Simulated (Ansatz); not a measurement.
# InAs (rocksalt type): the cost of one run

Computed with Ansatz 0.2.0 (DFT, PBE, PAW with Ansatz's default frozen-core files, scalar-relativistic, unless a step's input says otherwise).

## 1. Starting point

The structure is cubic, space group Fm-3m (No. 225). The conventional cell has a = 5.468 Å, b = 5.468 Å, c = 5.468 Å, α = 90.00°, β = 90.00°, γ = 90.00°. Around In (site symmetry m-3m) lie 6 As at 2.73 Å. As (site symmetry m-3m) is surrounded by 6 In at 2.73 Å.

Coordinates:

```xyz
2
Lattice="0.0000 2.7339 2.7339 2.7339 0.0000 2.7339 2.7339 2.7339 0.0000" Properties=species:S:1:pos:R:3 pbc="T T T"
In    0.0000    0.0000    0.0000
As    2.7339    2.7339    2.7339
```

Atoms are numbered in the order of the input: In1, As2.

## 2. Cell relaxed at zero pressure, PAW

Contents of input.yaml:

```yaml
crystal:
  lattice:
    - [0.0, 2.7338947002, 2.7338947002]
    - [2.7338947002, 0.0, 2.7338947002]
    - [2.7338947002, 2.7338947002, 0.0]
  atoms:
    - { symbol: In, position: [0.0, 0.0, 0.0] }
    - { symbol: As, position: [0.5, 0.5, 0.5] }
kpoints:
  mp_grid: { grid: [13, 13, 13] }
scf:
  occupations: { method: fermi_dirac, width: 0.1 }
hamiltonian:
  xc: pbe
  pseudopotentials: { kind: paw }
output:
  forces: true
  stress: true
relax:
  f_tol: 0.005
  max_steps: 40
  cell: {}
```

The run is started by

```console
$ ansatz run input.yaml --threads 1 --pin off --max-ram 3584MiB --backend cpu --events-out ev --progress --plain --runs-dir out
```

**Question.** How long does this run take on 1 thread of Intel Xeon 6975P-C (Granite Rapids), shared host, and how much memory does it need?

About 7.9 s, with a peak of 0.46 GiB.
